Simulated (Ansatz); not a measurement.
## CoO under changes of volume

One of the cells (11.575 Å³/atom); the others are scaled copies at fixed shape and fractional positions:

```
Co O
1.0
     3.19765    0.00000    0.00000
    -1.59882    2.76924    0.00000
     0.00000    0.00000    5.22871
Co O
2 2
Direct
  0.33333 0.66667 0.50336
  0.00000 0.00000 0.00347
  0.33333 0.66667 0.87156
  0.00000 0.00000 0.37161
```

Measurements of this composition are mostly on another form, of space group No. 225.

- Program: Ansatz 0.2.0
- Functional: PBEsol
- Potentials or basis: all-electron LAPW, scalar-relativistic
- Cutoff: 448 eV (chosen from the basis error)
- Basis error allowed: 0.001 eV/atom
- k mesh: 10 × 10 × 5
- Occupations: fermi-dirac, width 0.05 eV
- Spin: collinear spin, ferromagnetic start
- Starting moments: [2.0, 2.0, 0.0, 0.0] μB

| volume (Å³/atom) | energy over the lowest point (meV/atom) | pressure (GPa) | largest force (eV/Å) |
| --- | --- | --- | --- |
| 10.881 | 0.00 | -2.6 | 0.048 |
| 11.112 | 5.42 | -5.2 | 0.085 |
| 11.344 | 14.24 | -7.5 | 0.110 |
| 11.575 | 26.17 | -9.6 | 0.125 |
| 11.807 | 41.00 | -11.6 | 0.131 |
| 12.038 | 58.54 | -13.3 | 0.130 |
| 12.270 | ? | ? | ? |

Question: What does the run at 12.270 Å³/atom give?

Answer: Energy over the lowest point 78.56 meV/atom; pressure -14.9 GPa; largest force 0.126 eV/Å.

Worked out: A Birch-Murnaghan fit of order 3 (a polynomial in V^(-2/3)) to the other rows has its minimum at 10.65 Å³/atom, just outside them, with B0 = V·E''(V) = 123 GPa (rough, since the energies scatter) at fixed shape and positions, which overstates the stiffness. It gives 78.64 meV/atom at 12.270 Å³/atom, against the run's 78.56, and -dE/dV = -14.7 GPa, against -14.9.

Energies are extrapolated to zero smearing.

Caveats: the starting moments weren't kept.
